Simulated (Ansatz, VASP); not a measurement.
**SnS in VASP and in Ansatz**

```xyz
8
Lattice="11.3920 0.0000 0.0000 0.0000 3.9569 0.0000 0.0000 0.0000 4.5328" Properties=species:S:1:pos:R:3 pbc="T T T"
Sn    7.0817    0.9892    1.6751
Sn    4.3104    2.9676    2.8578
Sn   10.0064    2.9676    3.9415
Sn    1.3856    0.9892    0.5914
S     3.9587    0.9892    0.0480
S     7.4333    2.9676    4.4848
S     1.7373    2.9676    2.3144
S     9.6547    0.9892    2.2184
```

The cell is a database's computed one.

Alike in both runs: task single point; functional PBE; k mesh 2 × 4 × 4; occupations gaussian, width 0.1 eV; no spin polarisation.

```csv
,VASP,Ansatz
version,VASP 6.6.1,Ansatz 0.2.0
potentials or method,"VASP PAW PBE potentials, release 64 (Sn_d, S)","scalar-relativistic, plane waves, PAW"
plane-wave cutoff (eV),520,420
valence electrons in the cell,80,80
```

Ansatz gave:

| Property | Result |
| --- | --- |
| gap on the k mesh at the Fermi level (eV) | 1.27 |
| least direct gap on the mesh (eV) | 1.47 |
| pressure (GPa) | 1.2 |
| largest component of the traceless stress (GPa) | 0.59 |
| rms of the force components (eV/Å) | 0.104 |

What did VASP give for the same quantities?

gap on the k mesh at the Fermi level (eV): 1.26; least direct gap on the mesh (eV): 1.46; pressure (GPa): 1.2; largest component of the traceless stress (GPa): 0.57; rms of the force components (eV/Å): 0.107.

Atom by atom the forces differ by 0.004 eV/Å (rms over components).

Caveats: spin-orbit coupling is left out, which moves the levels of the heavy elements. A k mesh can miss the band edges.
